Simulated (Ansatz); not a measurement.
# Ca: the cost of one run

Program: Ansatz 0.2.0. Level of theory: DFT PBEsol, scalar-relativistic, plane waves, PAW. These are calculated values, not measurements.

1 further run of the same task is left out (it didn't finish).

## Step 1: Starting point

The structure is cubic, space group Pm-3m (No. 221). The conventional cell has a = 3.489 Å, b = 3.489 Å, c = 3.489 Å, α = 90.00°, β = 90.00°, γ = 90.00°. Ca (site symmetry m-3m) is surrounded by 6 Ca at 3.49 Å.

As a file:

```cif
data_structure
_symmetry_space_group_name_H-M 'Pm-3m'
_symmetry_Int_Tables_number 221
_cell_length_a 3.4887
_cell_length_b 3.4887
_cell_length_c 3.4887
_cell_angle_alpha 90.000
_cell_angle_beta 90.000
_cell_angle_gamma 90.000
_cell_volume 42.46
loop_
_atom_site_label
_atom_site_type_symbol
_atom_site_symmetry_multiplicity
_atom_site_Wyckoff_symbol
_atom_site_fract_x
_atom_site_fract_y
_atom_site_fract_z
_atom_site_occupancy
Ca1 Ca 1 a 0.00000 0.00000 0.00000 1
```

The structure comes from the Materials Project (structure only).

## Step 2: Random moves and strain, cell strained

What differs from the listed cell: strain xx, yy, zz, yz, xz, xy = -1.3, -2.2, -1.9, +0.1, +0.4, +0.4 %.

Contents of input.yaml:

```yaml
crystal:
  lattice:
    - [3.4419781182, 0.0139895119, 0.0133266672]
    - [0.0139895119, 3.4108244171, 0.0033839966]
    - [0.0133266672, 0.0033839966, 3.4207670876]
  atoms:
    - { symbol: Ca, position: [0.0, 0.0, 0.0] }
basis:
  ecutwfc: 420
kpoints:
  mp_grid: { grid: [12, 12, 12] }
hamiltonian:
  xc: pbesol
scf:
  occupations: { method: gaussian, width: 0.1 }
output:
  forces: true
  stress: true
  eigenvalues: true
```

Launch:

```bash
$ ansatz run input.yaml --threads 1 --pin off --max-ram 1331MiB --backend cpu --events-out ev --progress --plain --runs-dir out
```

Q: Estimate wall time and peak memory on 1 thread of an x86-64 CPU, shared host.

About 28 s, with a peak of 0.59 GiB.
